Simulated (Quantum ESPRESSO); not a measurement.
# ZnS (Wurtzite-2H) (P6_3mc) in Quantum ESPRESSO: reference runs

How does ZnS (Wurtzite-2H) come out in PBE? The cell is run as given.

Program: Quantum ESPRESSO 7.5. These are calculated values, not measurements. Logs are shortened: lines on timing, memory, paths and dates and some standing lists are left out, and cuts for length are marked.

**Measured values to compare with.**

From a printed reference work, monograph, for a bulk crystal of ZnS at 4 K: band gap 3.911 eV (direct).

How close the calculation comes is told below.

### Step 1. The crystal as given

It takes space group P6_3mc (No. 186, hexagonal). Conventional cell: a = 3.811 Å, b = 3.811 Å, c = 6.234 Å, α = 90.00°, β = 90.00°, γ = 120.00°. Around Zn (site symmetry 3m) lie 4 S at 2.31 to 2.40 Å. Around S (site symmetry 3m) lie 4 Zn at 2.31 to 2.40 Å.

### Step 2. Single point, PBE

The input, pw.in:

```
&CONTROL
  calculation = 'scf'
  prefix = 'pwscf'
  outdir = './tmp'
  pseudo_dir = './pseudo'
  tprnfor = .true.
  tstress = .true.
  disk_io = 'low'
/
&SYSTEM
  ibrav = 0
  celldm(1) = 8
  nat = 4
  ntyp = 2
  ecutwfc = 55
  ecutrho = 440
  nbnd = 36
  occupations = 'smearing'
  smearing = 'fd'
  degauss = 0.00367493
/
&ELECTRONS
  conv_thr = 8d-10
  electron_maxstep = 120
  mixing_beta = 0.5
/
ATOMIC_SPECIES
Zn    65.3800 Zn_pbe_v1.uspp.F.UPF
S     32.0600 s_pbe_v1.4.uspp.F.UPF
CELL_PARAMETERS alat
  0.9002182826186   0.0000000000000   0.0000000000000
 -0.4501091413093   0.7796119016936   0.0000000000000
  0.0000000000000   0.0000000000000   1.4725690826146
ATOMIC_POSITIONS crystal
Zn     0.6666666667    0.3333333333    0.5000000000
Zn     0.3333333333    0.6666666667    0.0000000000
S      0.6666666667    0.3333333333    0.8850000000
S      0.3333333333    0.6666666667    0.3850000000
K_POINTS automatic
8 8 5 0 0 0
```

The input, pp_density.in:

```
&INPUTPP
  prefix = 'pwscf'
  outdir = './tmp'
  filplot = 'density.dat'
  plot_num = 0
/
&PLOT
  nfile = 1
  filepp(1) = 'density.dat'
  iflag = 3
  output_format = 6
  fileout = 'density.cube'
/
```

The input, pp_potential.in:

```
&INPUTPP
  prefix = 'pwscf'
  outdir = './tmp'
  filplot = 'potential.dat'
  plot_num = 11
/
&PLOT
  nfile = 1
  filepp(1) = 'potential.dat'
  iflag = 3
  output_format = 6
  fileout = 'potential.cube'
/
```

Potentials or basis: SSSP 1.3 efficiency PBE.

Launch:

```sh
> OMP_NUM_THREADS=1 mpirun -n 2 pw.x -nk 2 -in pw.in > pw.out
> OMP_NUM_THREADS=1 mpirun -n 1 pp.x -in pp_density.in > pp_density.out
> OMP_NUM_THREADS=1 mpirun -n 1 pp.x -in pp_potential.in > pp_potential.out
```

pw.out:

```text
This program is part of the open-source Quantum ESPRESSO suite
     for quantum simulation of materials; please cite
[... 13 lines left out ...]
     --------------------
     sticks:   dense  smooth     PW     G-vecs:    dense   smooth      PW
     Sum        1573     769    235                82327    29059    4573

     Using Slab Decomposition

     bravais-lattice index     =            0
     lattice parameter (alat)  =       8.0000  a.u.
     unit-cell volume          =     529.1416 (a.u.)^3
     number of atoms/cell      =            4
     number of atomic types    =            2
     number of electrons       =        52.00
     number of Kohn-Sham states=           36
     kinetic-energy cutoff     =      55.0000  Ry
     charge density cutoff     =     440.0000  Ry
     scf convergence threshold =      8.0E-10
     mixing beta               =       0.5000
     number of iterations used =            8  plain     mixing
     Exchange-correlation=  SLA  PW   PBX  PBC
                           (   1   4   3   4   0   0   0)

     celldm(1)=   8.000000  celldm(2)=   0.000000  celldm(3)=   0.000000
     celldm(4)=   0.000000  celldm(5)=   0.000000  celldm(6)=   0.000000

     crystal axes: (cart. coord. in units of alat)
               a(1) = (   0.900218   0.000000   0.000000 )
               a(2) = (  -0.450109   0.779612   0.000000 )
               a(3) = (   0.000000   0.000000   1.472569 )

     reciprocal axes: (cart. coord. in units 2 pi/alat)
               b(1) = (  1.110842  0.641345 -0.000000 )
               b(2) = (  0.000000  1.282689  0.000000 )
               b(3) = (  0.000000 -0.000000  0.679085 )

     PseudoPot. # 1 for Zn read from file:
     Zn_pbe_v1.uspp.F.UPF
     Pseudo is Ultrasoft, Zval = 20.0
     Generated by new atomic code, or converted to UPF format
     Using radial grid of  943 points,  6 beta functions with:
                l(1) =   0
                l(2) =   0
                l(3) =   1
                l(4) =   1
                l(5) =   2
                l(6) =   2
     Q(r) pseudized with  8 coefficients,  rinner =    1.100   1.100   1.100
                                                       1.100   1.100

     PseudoPot. # 2 for S  read from file:
     s_pbe_v1.4.uspp.F.UPF
     Pseudo is Ultrasoft + core correction, Zval =  6.0
     Generated by new atomic code, or converted to UPF format
     Using radial grid of  907 points,  6 beta functions with:
                l(1) =   0
                l(2) =   0
                l(3) =   1
                l(4) =   1
                l(5) =   2
                l(6) =   2
     Q(r) pseudized with  8 coefficients,  rinner =    1.300   1.300   1.300
                                                       1.300   1.300

     atomic species   valence    mass     pseudopotential
     Zn               20.00    65.38000     Zn( 1.00)
     S                 6.00    32.06000     S ( 1.00)

     12 Sym. Ops. (no inversion) found ( 6 have fractional translation)

   Cartesian axes

     site n.     atom                  positions (alat units)
         1        Zn     tau(   1) = (   0.4501091   0.2598706   0.7362845  )
         2        Zn     tau(   2) = (  -0.0000000   0.5197413   0.0000000  )
         3        S      tau(   3) = (   0.4501091   0.2598706   1.3032236  )
         4        S      tau(   4) = (  -0.0000000   0.5197413   0.5669391  )

     number of k points=    30  Fermi-Dirac smearing, width (Ry)=  0.0037
                       cart. coord. in units 2pi/alat
        k(    1) = (   0.0000000   0.0000000   0.0000000), wk =   0.0062500
        k(    2) = (   0.0000000   0.0000000   0.1358171), wk =   0.0125000
        k(    3) = (   0.0000000   0.0000000   0.2716341), wk =   0.0125000
        k(    4) = (   0.0000000   0.1603362   0.0000000), wk =   0.0375000
        k(    5) = (   0.0000000   0.1603362   0.1358171), wk =   0.0750000
        k(    6) = (   0.0000000   0.1603362   0.2716341), wk =   0.0750000
[... 22 lines left out ...]
        k(   29) = (   0.2777104   0.6413447   0.1358171), wk =   0.0750000
        k(   30) = (   0.2777104   0.6413447   0.2716341), wk =   0.0750000

     Dense  grid:    82327 G-vectors     FFT dimensions: (  50,  50,  80)

     Smooth grid:    29059 G-vectors     FFT dimensions: (  36,  36,  60)

     Initial potential from superposition of free atoms

     starting charge      51.9996, renormalised to      52.0000
     Starting wfcs are   34 randomized atomic wfcs +    2 random wfcs

     Self-consistent Calculation

     iteration #  1     ecut=    55.00 Ry     beta= 0.50
     Davidson diagonalization with overlap
     ethr =  1.00E-02,  avg # of iterations =  4.2

     Threshold (ethr) on eigenvalues was too large:
     Diagonalizing with lowered threshold

     Davidson diagonalization with overlap
     ethr =  4.12E-04,  avg # of iterations =  1.6

     total energy              =    -971.48289289 Ry
     estimated scf accuracy    <       0.20738597 Ry

     iteration #  2     ecut=    55.00 Ry     beta= 0.50
     Davidson diagonalization with overlap
     ethr =  3.99E-04,  avg # of iterations =  2.0

     total energy              =    -971.53113719 Ry
     estimated scf accuracy    <       0.04913307 Ry

     iteration #  3     ecut=    55.00 Ry     beta= 0.50
     Davidson diagonalization with overlap
     ethr =  9.45E-05,  avg # of iterations =  2.4

     total energy              =    -971.54125320 Ry
     estimated scf accuracy    <       0.00375742 Ry

     iteration #  4     ecut=    55.00 Ry     beta= 0.50
     Davidson diagonalization with overlap
     ethr =  7.23E-06,  avg # of iterations =  4.8

     total energy              =    -971.54155373 Ry
     estimated scf accuracy    <       0.00058516 Ry

     iteration #  5     ecut=    55.00 Ry     beta= 0.50
     Davidson diagonalization with overlap
     ethr =  1.13E-06,  avg # of iterations =  2.3
[... 15 lines left out ...]
     total energy              =    -971.54159512 Ry
     estimated scf accuracy    <       0.00000015 Ry

     iteration #  8     ecut=    55.00 Ry     beta= 0.50
     Davidson diagonalization with overlap
     ethr =  2.86E-10,  avg # of iterations =  2.1

     total energy              =    -971.54159516 Ry
     estimated scf accuracy    <       0.00000006 Ry

     iteration #  9     ecut=    55.00 Ry     beta= 0.50
     Davidson diagonalization with overlap
     ethr =  1.08E-10,  avg # of iterations =  2.0

     total energy              =    -971.54159517 Ry
     estimated scf accuracy    <          1.0E-09 Ry

     iteration # 10     ecut=    55.00 Ry     beta= 0.50
     Davidson diagonalization with overlap
     ethr =  1.96E-12,  avg # of iterations =  2.7

     End of self-consistent calculation

          k = 0.0000 0.0000 0.0000 (  3669 PWs)   bands (ev):

  -118.0624-118.0624 -72.2330 -72.2329 -72.2316 -72.2316 -72.2315 -72.2315
    -6.3655  -5.4398   0.4688   0.4688   0.5330   0.5330   0.5442   0.9518
     0.9518   1.0323   1.0323   1.1901   1.6679   5.9751   5.9751   6.8230
     6.8230   6.8337   9.0772   9.8253  13.1111  13.1111  13.4149  14.4208
    14.4208  16.1296  16.8747  16.8747

          k = 0.0000 0.0000 0.1358 (  3682 PWs)   bands (ev):

  -118.0624-118.0624 -72.2330 -72.2329 -72.2316 -72.2316 -72.2315 -72.2315
    -6.2893  -5.5433   0.4726   0.4726   0.5244   0.5244   0.5394   0.8618
     0.9614   0.9614   1.0265   1.0265   2.3188   6.0502   6.0502   6.0641
     6.7353   6.7353   9.7309   9.9320  13.1491  13.1647  13.1647  14.1961
    14.1961  15.5205  17.2397  17.2398

          k = 0.0000 0.0000 0.2716 (  3658 PWs)   bands (ev):

  -118.0624-118.0624 -72.2330 -72.2329 -72.2315 -72.2315 -72.2315 -72.2315
    -6.0796  -5.7965   0.4848   0.4848   0.5046   0.5046   0.5463   0.6253
     0.9845   0.9845   1.0094   1.0094   3.4352   4.7442   6.2520   6.2520
     6.5132   6.5132  10.2083  10.3546  13.2041  13.3684  13.3684  13.7482
    13.7482  14.2609  18.2081  18.2081

          k = 0.0000 0.1603 0.0000 (  3659 PWs)   bands (ev):

  -118.0624-118.0624 -72.2330 -72.2329 -72.2316 -72.2315 -72.2315 -72.2315
    -6.2589  -5.3785   0.4604   0.4941   0.5404   0.5655   0.5703   0.9370
     0.9499   0.9710   1.0365   1.2425   1.8152   5.1735   5.7268   5.9478
     6.6758   6.7037   9.8555  10.5288  12.7145  13.4464  13.6423  14.2632
    14.9003  15.4497  16.1579  16.5946
[... 43 lines left out ...]
  -118.0624-118.0624 -72.2330 -72.2329 -72.2317 -72.2316 -72.2316 -72.2315
    -5.6198  -5.1188   0.4903   0.5961   0.6280   0.7359   0.7717   0.8637
     0.9525   0.9849   1.0579   1.3446   2.1301   3.1298   3.5812   4.7574
     5.6750   5.9849  10.5714  11.0834  12.2858  13.7977  14.0076  15.4082
    15.5981  17.0865  17.7299  18.2955

          k = 0.0000 0.4810 0.1358 (  3640 PWs)   bands (ev):

  -118.0624-118.0624 -72.2330 -72.2329 -72.2316 -72.2316 -72.2316 -72.2315
    -5.5723  -5.1663   0.4831   0.5953   0.6087   0.7223   0.7646   0.8305
     0.9716   0.9899   1.0482   1.2528   2.1609   3.0385   3.9038   4.8619
     5.7695   5.8493  10.4579  10.8761  12.5664  13.1230  14.3056  15.1273
    15.8807  17.2279  17.2537  18.4056

          k = 0.0000 0.4810 0.2716 (  3648 PWs)   bands (ev):

  -118.0624-118.0624 -72.2330 -72.2330 -72.2316 -72.2316 -72.2316 -72.2316
    -5.4471  -5.2916   0.4803   0.5229   0.6427   0.6864   0.7561   0.7723
     1.0046   1.0263   1.0327   1.1231   2.3469   2.6758   4.7775   5.1444
     5.5182   5.5641  10.4113  10.8774  12.0798  12.5481  15.1073  15.3649
    15.8844  16.1958  17.6713  18.8047

          k = 0.0000-0.6413 0.0000 (  3602 PWs)   bands (ev):

  -118.0624-118.0624 -72.2330 -72.2330 -72.2316 -72.2316 -72.2315 -72.2315
    -5.4264  -5.1037   0.5063   0.6106   0.7212   0.7727   0.8123   0.8660
     1.0051   1.0644   1.1274   1.1415   2.0127   2.6197   3.6776   4.5810
     5.2755   5.8500  10.4482  11.0937  12.0101  13.9468  14.2309  15.2463
    15.8860  18.1867  18.8780  19.4657

          k = 0.0000-0.6413 0.1358 (  3626 PWs)   bands (ev):

  -118.0624-118.0624 -72.2330 -72.2330 -72.2316 -72.2316 -72.2316 -72.2315
    -5.3927  -5.1307   0.4973   0.6256   0.6466   0.7576   0.8138   0.8714
     1.0081   1.0545   1.1512   1.1662   1.8852   2.4234   4.1078   4.6895
     5.4708   5.7098  10.5080  10.5553  12.4710  13.1398  14.2739  14.9583
    16.5354  17.9277  18.6048  19.8170

          k = 0.0000-0.6413 0.2716 (  3630 PWs)   bands (ev):

  -118.0624-118.0624 -72.2330 -72.2330 -72.2316 -72.2316 -72.2316 -72.2315
    -5.3067  -5.2061   0.4917   0.5387   0.6658   0.7168   0.8258   0.8519
     1.0176   1.0344   1.1766   1.1985   1.8512   2.0766   4.9384   4.9819
     5.3680   5.5274  10.2589  10.6437  12.0009  12.2001  15.1720  15.5605
    16.4635  16.5129  18.9098  19.3296

          k = 0.1389 0.2405 0.0000 (  3661 PWs)   bands (ev):

  -118.0624-118.0624 -72.2330 -72.2329 -72.2316 -72.2316 -72.2316 -72.2315
    -6.0620  -5.2759   0.4663   0.5259   0.5739   0.5896   0.6388   0.9202
     0.9263   0.9518   1.0426   1.2781   2.0676   4.3116   4.8197   5.3515
     6.2951   6.4478  10.6842  11.3149  12.4253  13.3644  13.9139  14.1807
    15.3876  15.4803  16.0850  16.5986

          k = 0.1389 0.2405 0.1358 (  3649 PWs)   bands (ev):

  -118.0624-118.0624 -72.2330 -72.2329 -72.2316 -72.2316 -72.2316 -72.2315
    -5.9947  -5.3598   0.4643   0.5285   0.5621   0.5826   0.6305   0.8255
     0.9392   0.9619   1.0345   1.1280   2.5456   4.4690   4.6344   5.3467
     6.1743   6.2980  10.8424  11.4009  12.5180  13.1981  13.5325  14.1177
    15.3236  15.4772  16.4597  16.7520

          k = 0.1389 0.2405 0.2716 (  3647 PWs)   bands (ev):

  -118.0624-118.0624 -72.2330 -72.2330 -72.2316 -72.2316 -72.2315 -72.2315
    -5.8115  -5.5696   0.4686   0.5041   0.5577   0.5723   0.6223   0.6693
     0.9838   0.9847   1.0135   1.0411   3.3511   4.0851   4.9572   5.5096
     5.7472   5.8827  11.3837  11.6143  12.3922  12.5832  13.5654  14.1499
    14.7911  15.0832  17.4507  17.6494
[... 75 lines left out ...]
  -118.0624-118.0624 -72.2330 -72.2330 -72.2316 -72.2316 -72.2316 -72.2316
    -5.2661  -5.1261   0.5420   0.6788   0.7619   0.8120   0.8986   0.9116
     0.9559   0.9759   1.1566   1.2453   2.2675   2.6271   3.1695   4.3214
     4.7650   4.9352  11.4066  12.4947  12.5436  14.2791  14.3472  15.1563
    16.4681  16.7221  16.9937  18.4659

          k = 0.2777 0.6413 0.1358 (  3628 PWs)   bands (ev):

  -118.0624-118.0624 -72.2330 -72.2330 -72.2316 -72.2316 -72.2316 -72.2316
    -5.2478  -5.1342   0.5609   0.6671   0.7321   0.7860   0.8710   0.8711
     0.9604   0.9748   1.1920   1.2800   2.1334   2.4416   3.3051   4.5829
     4.6918   5.2188  11.5765  12.2310  12.3662  13.5492  14.1685  15.1576
    16.2833  17.1306  17.4055  17.9805

          k = 0.2777 0.6413 0.2716 (  3640 PWs)   bands (ev):

  -118.0624-118.0624 -72.2330 -72.2330 -72.2316 -72.2316 -72.2316 -72.2316
    -5.2046  -5.1609   0.6046   0.6555   0.6628   0.7227   0.8388   0.8410
     0.9622   0.9655   1.2626   1.3083   2.0232   2.1520   3.6657   4.1445
     5.3501   5.5834  11.2629  11.5807  12.8745  13.2879  13.9338  14.4819
    16.2514  16.4322  17.7130  17.8095

     the Fermi energy is     7.8395 ev

!    total energy              =    -971.54159517 Ry
     estimated scf accuracy    <          2.6E-11 Ry
     smearing contrib. (-TS)   =      -0.00000000 Ry
     internal energy E=F+TS    =    -971.54159517 Ry

     The total energy is F=E-TS. E is the sum of the following terms:
     one-electron contribution =    -908.87713786 Ry
     hartree contribution      =     468.37047938 Ry
     xc contribution           =    -101.41987183 Ry
     ewald contribution        =    -429.61506485 Ry

     convergence has been achieved in  10 iterations

     Forces acting on atoms (cartesian axes, Ry/au):

     atom    1 type  1   force =     0.00000000    0.00000000    0.01246487
     atom    2 type  1   force =    -0.00000000    0.00000000    0.01246487
     atom    3 type  2   force =    -0.00000000   -0.00000000   -0.01246487
     atom    4 type  2   force =    -0.00000000   -0.00000000   -0.01246487

     Total force =     0.024930     Total SCF correction =     0.000005

     Computing stress (Cartesian axis) and pressure

          total   stress  (Ry/bohr**3)                   (kbar)     P=       23.61
   0.00020699  -0.00000000  -0.00000000           30.45       -0.00       -0.00
   0.00000000   0.00020699  -0.00000000            0.00       30.45       -0.00
   0.00000000   0.00000000   0.00006757            0.00        0.00        9.94

=------------------------------------------------------------------------------=
   JOB DONE.
=------------------------------------------------------------------------------=
```

Run time: 30 s. Hardware: 2 MPI ranks of AMD EPYC 9R45 (Zen 5), shared host; peak memory 0.48 GiB.

What came out:

```yaml
Free_energy: -13218.4968 eV
Pressure: 2.4 GPa
Largest_force: 0.320 eV/Å
Band_gap_on_the_k_mesh: 2.24 eV, direct
```

Forces on the atoms (eV/Å):
```
Zn   0.000  0.000  0.320
Zn   0.000  0.000  0.320
S    0.000  0.000 -0.320
S    0.000  0.000 -0.320
```

Levels at points of the mesh, in eV from the valence-band top:
| k point | band 22 | band 23 | band 24 | band 25 | band 26 | band 27 | band 28 | band 29 | band 30 | band 31 |
| --- | --- | --- | --- | --- | --- | --- | --- | --- | --- | --- |
| (0.00, 0.00, 0.00) | -0.86 | -0.86 | -0.01 | -0.01 | 0.00 | 2.24 | 2.99 | 6.28 | 6.28 | 6.58 |
| (0.00, -0.50, 0.00) | -4.21 | -3.16 | -2.25 | -1.56 | -0.98 | 3.61 | 4.26 | 5.18 | 7.11 | 7.40 |

### Step 3. Against experiment

Step 2. Measured gap of ZnS: 3.911 eV (direct; 4 K; a printed reference work, monograph). This calculation gives 2.24 eV (-1.67 eV). The value is that of PBE, without temperature or zero-point motion. Semilocal functionals fall short of measured gaps as a rule.
